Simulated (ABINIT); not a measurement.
A run of ABINIT 10.8.3 (patched build):

run.abi

```
ndtset 2

pp_dirpath "./"
pseudos "Bi.GGA_PBE-JTH.xml"

acell 3*1.0
rprim
    -3.7443610401     3.7443610401     3.7443610401
     3.7443610401    -3.7443610401     3.7443610401
     3.7443610401     3.7443610401    -3.7443610401
ntypat 1
znucl 83
natom 1
typat 1
xred
     0.0000000000     0.0000000000     0.0000000000

ecut 15.0
pawecutdg 30.0

ixc 15

occopt 3
tsmear 0.00183747

nstep 100

iomode 3
prtwf 0
prteig 0
prtebands 0
prtden1 1
prtvha1 1
prtvclmb1 1
prtpot1 1

kptopt1 1
ngkpt1 9 9 9
nshiftk1 1
shiftk1 0.0 0.0 0.0
nband1 12
tolvrs1 1.0e-9

iscf2 -2
getden2 1
nband2 16
nbdbuf2 2
tolwfr2 1.0e-12
kptopt2 -5
ndivsm2 8
prteig2 1
kptbounds2
     0.0000000000     0.0000000000     0.0000000000
     0.5000000000    -0.5000000000     0.5000000000
     0.0000000000     0.0000000000     0.5000000000
     0.0000000000     0.0000000000     0.0000000000
     0.2500000000     0.2500000000     0.2500000000
     0.5000000000    -0.5000000000     0.5000000000
```

Potentials or basis: JTH PAW PBE v2.0.

Launch:

```bash
$ abinit run.abi > log 2>&1
```

Hardware: 1 thread of Arm Neoverse V2, on a shared host.

**Question.** How long does it take, and how much memory?

**Answer.** Run time: 16 s on 1 thread of Arm Neoverse V2 (shared host), peak memory 0.1 GiB. Counts: scf iterations 10, mpi ranks 1, k points 35, bands 12, plane waves 600.
